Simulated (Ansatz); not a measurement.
# Pr (I4/mmm) in Ansatz: equation of state

How stiff is Pr in PBE, and what volume does it want? The cell is scaled to several volumes.

Program: Ansatz 0.2.0. These are calculated values, not measurements. Logs are shortened: lines on timing, memory, paths and dates and some standing lists are left out, and cuts for length are marked.

## (1) Starting point

The structure is tetragonal, space group I4/mmm (No. 139). Conventional cell: a = 4.389 Å, b = 4.389 Å, c = 3.772 Å, α = 90.00°, β = 90.00°, γ = 90.00°. Around Pr (site symmetry 4/mmm) lie 10 Pr at 3.63 to 3.77 Å.

This isn't the form of Pr at room conditions, which is double hcp.

## (2) Equation of state, PBE, collinear spin, ferromagnetic start

Potentials or basis: all-electron LAPW, scalar-relativistic.

This step only gathers the single runs of the series.

What came out:

```yaml
Equilibrium_volume: "33.98 Å³/atom (rough: see the caveat)"
Bulk_modulus_at_fixed_shape_and_positions: 18.9 GPa (rough)
```

Energy against volume, from the lowest point:
| volume (Å³/atom) | energy (meV/atom) |
| --- | --- |
| 34.149 | 0.00 |
| 34.876 | 1.31 |
| 35.602 | 4.30 |
| 36.329 | 8.86 |
| 37.055 | 14.88 |
| 37.782 | 22.25 |
| 38.508 | 30.90 |

Caveat: the fit is doubtful: noisy points or a state that changes with volume; the minimum lies outside the volumes run; the cell was scaled at fixed shape and fractional positions, which overstates the stiffness of a crystal with free parameters, most of all of layers and chains.
